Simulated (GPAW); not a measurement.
Wanted: an ASE script for a GPAW 26.7.0 run.

* Task: band structure
* Functional: revPBE
* Potentials or basis: the program's PAW data sets (release 1.2.1) made for this functional
* Cutoff: 600 eV
* Basis: pw
* k mesh: 11 × 11 × 11
* Occupations: fermi-dirac, width 0.05 eV
* Spin: no spin polarisation
* Maxiter: 150
* Band path: GHNGPH,PN
* Band points: 60

The structure of Ti lies in POSCAR:

```
Ti
1.0
   -1.6410000000      1.6410000000      1.6410000000
    1.6410000000     -1.6410000000      1.6410000000
    1.6410000000      1.6410000000     -1.6410000000
Ti
1
Direct
    0.0000000000      0.0000000000      0.0000000000
```

This isn't the form of Ti at room conditions, which is hcp.

The input as run:

run.py

```python
from ase.dft.bandgap import bandgap
from ase.io import read, write
from ase.units import GPa
from gpaw import GPAW, PW

atoms = read('POSCAR')

calc = GPAW(mode=PW(600),
            xc='revPBE',
            kpts={'size': (11, 11, 11), 'gamma': True},
            occupations={'name': 'fermi-dirac', 'width': 0.05},
            nbands=14,
            convergence={'density': 1e-05, 'energy': 1e-05},
            maxiter=150,
            txt='gpaw.txt')
atoms.calc = calc
energy = atoms.get_potential_energy()
forces = atoms.get_forces()
stress = atoms.get_stress()
calc.write('gs.gpw')
write('result.traj', atoms)
print(f'Energy: {energy:.6f} eV')
print('Forces (eV/A):')
print(forces.round(4))
print('Stress (GPa):', (stress / GPa).round(3))
print('Fermi level:', round(calc.get_fermi_level(), 4), 'eV')
print(f'Gap: {bandgap(calc)[0]:.4f} eV, direct: {bandgap(calc, direct=True)[0]:.4f} eV')

path = atoms.cell.bandpath('GHNGPH,PN', npoints=60, eps=1e-4)
bs_calc = calc.fixed_density(kpts=path, symmetry='off', nbands=21,
                             convergence={'bands': 'CBM+6.0', 'eigenstates': 1e-6}, txt='bands.txt')
bs = bs_calc.band_structure()
bs.write('bs.json')
print(f'Gap on the path: {bandgap(bs_calc)[0]:.4f} eV')
```

Potentials or basis: the program's PAW data sets (release 1.2.1) made for this functional, pw.

Launch:

```sh
$ OMP_NUM_THREADS=1 python run.py
```

It gave:

The pressure is -0.7 GPa and the band gap along the path is none (metal or under the smearing width).

Wall time 20 s on 1 thread of Arm Neoverse V1 (shared host), peak memory 0.17 GiB.
